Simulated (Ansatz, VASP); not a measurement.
**Two plane-wave programs on C**

```
CELL_PARAMETERS angstrom
2.46729 0.00000 0.00000
-1.23365 2.13674 0.00000
0.00000 0.00000 7.80307
ATOMIC_POSITIONS crystal
C 0.00000 0.00000 0.25000
C 0.00000 0.00000 0.75000
C 0.33333 0.66667 0.25000
C 0.66667 0.33333 0.75000
```

Alike in both runs: task single point; functional PBE; k mesh 12 × 12 × 4; occupations gaussian, width 0.1 eV; collinear spin.

|  | VASP | Ansatz |
| --- | --- | --- |
| version | VASP 6.6.1 | Ansatz 0.2.0 |
| potentials or method | VASP PAW PBE potentials, release 64 (C) | scalar-relativistic, plane waves, PAW |
| plane-wave cutoff (eV) | 520 | 420 |
| valence electrons in the cell | 16 | 16 |

Ansatz gave:

```
gap on the k mesh at the Fermi level (eV)       : none
pressure (GPa)                                  : -0.1
largest component of the traceless stress (GPa) : 0.47
net moment per atom (μB)                        : 0.00
```

Estimate VASP's values.

gap on the k mesh at the Fermi level (eV): none; pressure (GPa): 0.3; largest component of the traceless stress (GPa): 0.02; net moment per atom (μB): 0.00.

A gap of «none» marks a metal or a gap that the smearing closes. Ansatz warned: «seeded_moment_not_kept».

Caveats: this functional lacks dispersion, which binds the layers, so the pressure and a relaxed spacing across them are unreliable.
